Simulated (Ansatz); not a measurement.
# PbS: the cost of one run

Computed with Ansatz 0.2.0 (DFT PBEsol, scalar-relativistic, unless a step's input says otherwise).

## 1. The system as given

Symmetry: C2/m, No. 12, monoclinic system. Conventional cell: a = 5.881 Å, b = 5.800 Å, c = 11.759 Å, α = 90.00°, β = 95.27°, γ = 90.00°. Around Pb (site symmetry m) lie 5 S at 2.75 to 2.98 Å. S (site symmetry m) has 5 Pb at 2.75 to 2.98 Å as nearest neighbours.

As a file:

```xyz
4
Lattice="2.9405 -2.9000 0.0000 2.9405 2.9000 0.0000 -1.0800 0.0000 11.7093" Properties=species:S:1:pos:R:3 pbc="T T T"
Pb    3.8740    0.0000    7.4516
Pb    0.9270    0.0000    4.2577
S     0.9319    0.0000    7.0092
S     3.8690    0.0000    4.7001
```

Atoms are numbered in the order of the input: Pb1, Pb2, S3, S4.

## 2. Volume × 0.96, LAPW

Input file input.yaml:

```yaml
crystal:
  lattice:
    - [2.9007586418, -2.8608060062, 0.0]
    - [2.9007586418, 2.8608060062, 0.0]
    - [-1.0654529404, 0.0, 11.5510369519]
  atoms:
    - { symbol: Pb, position: [0.7756, 0.7756, 0.63638] }
    - { symbol: Pb, position: [0.2244, 0.2244, 0.36362] }
    - { symbol: S, position: [0.2684, 0.2684, 0.5986] }
    - { symbol: S, position: [0.7316, 0.7316, 0.4014] }
kpoints:
  mp_grid: { grid: [7, 7, 3] }
  band_path:
    path:
      - [0.0, 0.0, 0.0]
      - [-0.4952296494, 0.4952296494, 0.0]
      - [-0.5047703506, -0.4952296494, 0.0]
      - [-0.5, -0.5, 0.0]
      - [0.0, 0.0, 0.0]
      - [-0.5, -0.5, 0.5]
      - [-0.5160352562, -0.4839647438, 0.5]
      - [-0.4839647438, 0.4839647438, 0.5]
      - [0.0, 0.0, 0.5]
    npoints: 5
scf:
  occupations: { method: fermi_dirac, width: 0.01 }
hamiltonian:
  xc: pbesol
  pseudopotentials: { kind: all_electron, lapw: { basis_error: 0.0005 } }
output:
  forces: true
  stress: true
  eigenvalues: true
```

Run with:

```sh
$ ansatz run input.yaml --threads 1 --pin off --max-ram 6144MiB --backend cpu --events-out ev --progress --plain --runs-dir out
```

**Question.** How long does this run take on 1 thread of Arm Neoverse V1, shared host, and how much memory does it need?

About 2.8 min, with a peak of 0.71 GiB.
